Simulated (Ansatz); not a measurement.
Input of an Ansatz 0.2.0 run:

File input.yaml:

```yaml
crystal:
  lattice:
    - [3.017482544, 0.0, 0.0]
    - [-1.508741272, 2.6132165386, 0.0]
    - [0.0, 0.0, 7.5746360022]
  atoms:
    - { symbol: Al, position: [0.0, 0.0, 0.722049] }
    - { symbol: Al, position: [0.0, 0.0, 0.277951] }
    - { symbol: O, position: [0.0, 0.0, 0.5] }
    - { symbol: O, position: [0.6666666667, 0.3333333333, 0.800546] }
    - { symbol: O, position: [0.3333333333, 0.6666666667, 0.199454] }
hamiltonian:
  xc: lda
  pseudopotentials: { kind: paw }
kpoints:
  mp_grid: { grid: [10, 10, 4] }
scf:
  occupations: { method: fermi_dirac, width: 0.05 }
output:
  forces: true
  stress: true
  eigenvalues: true
relax:
  f_tol: 0.01
  max_steps: 40
  cell: { stress_tol: 0.05 }
```

Potentials or basis: Ansatz PAW.

The run is started by

```sh
$ ansatz run input.yaml --threads 2 --pin off --max-ram 5632MiB --backend cpu --events-out ev --progress --plain --runs-dir out
```

Task: What does it give for the band gap on the k mesh?

Result: 2.50 eV, direct.

Task: Estimate the relaxed volume.

Result: 11.18 Å³/atom.

Final structure:
```
CELL_PARAMETERS angstrom
2.96261 0.00000 0.00000
-1.48130 2.56569 0.00000
0.00000 0.00000 7.35369
ATOMIC_POSITIONS crystal
Al 0.00000 0.00000 0.72558
Al 0.00000 0.00000 0.27442
O 0.00000 0.00000 0.50000
O 0.66667 0.33333 0.80477
O 0.33333 0.66667 0.19523
```

Caveat: the plane-wave basis is chosen anew once the cell has moved, so the energies of steps on either side of that aren't comparable; the pressure holds a Pulay correction of +0.9 GPa for the finite cutoff; the PAW data sets come from PBE, with cores solved anew for the run's functional, which leaves a small shift of forces and pressure. A k mesh can miss the band edges.
